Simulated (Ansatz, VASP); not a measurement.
# ZnS: VASP beside Ansatz

```
Zn S
1.0
     3.84460    0.00000    0.00000
    -1.92230    3.32952    0.00000
     0.00000    0.00000    6.30556
Zn S
2 2
Direct
  0.00000 0.00000 0.00025
  0.33333 0.66667 0.50025
  0.00000 0.00000 0.37475
  0.33333 0.66667 0.87475
```

Alike in both runs: functional PBE; k mesh 12 × 12 × 6; occupations gaussian, width 0.02 eV; no spin polarisation.

Ansatz relaxed the structure, and its values are those at the end. VASP's run is a single point on that final structure, the one shown.

|  | VASP | Ansatz |
| --- | --- | --- |
| version | VASP 6.6.1 | Ansatz 0.2.0 |
| potentials or method | VASP PAW PBE potentials, release 64 (Zn, S) | scalar-relativistic, plane waves, PAW |
| plane-wave cutoff (eV) | 520 | 420 |
| valence electrons in the cell | 36 | 36 |

```csv
,VASP,Ansatz,Ansatz less VASP
gap on the k mesh at the Fermi level (eV),2.08,2.08,-0.004
least direct gap on the mesh (eV),2.08,2.08,-0.004
pressure (GPa),0.2,0.0,-0.15
```

With one functional, cell and mesh, what is left measures potentials, basis and numerics.

A k mesh can miss the band edges. Expect the measured gap to be larger: semilocal functionals such as PBE lack the derivative discontinuity.
